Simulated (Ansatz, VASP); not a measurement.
ZnO: VASP beside Ansatz

```xyz
4
Lattice="3.2581 0.0000 0.0000 -1.6290 2.8216 0.0000 0.0000 0.0000 5.2585" Properties=species:S:1:pos:R:3 pbc="T T T"
Zn    0.0000    1.8811    0.0081
Zn    1.6290    0.9405    2.6373
O     0.0000    1.8811    2.0012
O     1.6290    0.9405    4.6304
```

Alike in both runs: functional revPBE; dispersion D3(BJ); k mesh 8 × 8 × 6; occupations gaussian, width 0.05 eV; no spin polarisation.

Ansatz relaxed the structure, and its values are those at the end. VASP's run is a single point on that final structure, the one shown.

```csv
,VASP,Ansatz
version,VASP 6.6.1,Ansatz 0.2.0
potentials or method,"VASP PAW PBE potentials, release 64 (Zn, O)","scalar-relativistic, plane waves, PAW"
plane-wave cutoff (eV),520,420
valence electrons in the cell,36,36
```

```tsv
	VASP	Ansatz	Ansatz less VASP
gap on the k mesh at the Fermi level (eV)	0.82	0.85	+0.023
least direct gap on the mesh (eV)	0.82	0.85	+0.023
pressure (GPa)	1.0	0.0	-1.03
dispersion energy (meV/atom)	-434.4	-434.4	-0.05
```

Caveats: the PAW data sets were made with another functional, which shifts forces and pressure a little (VASP). As with any semilocal functional, this revPBE gap is likely too small.
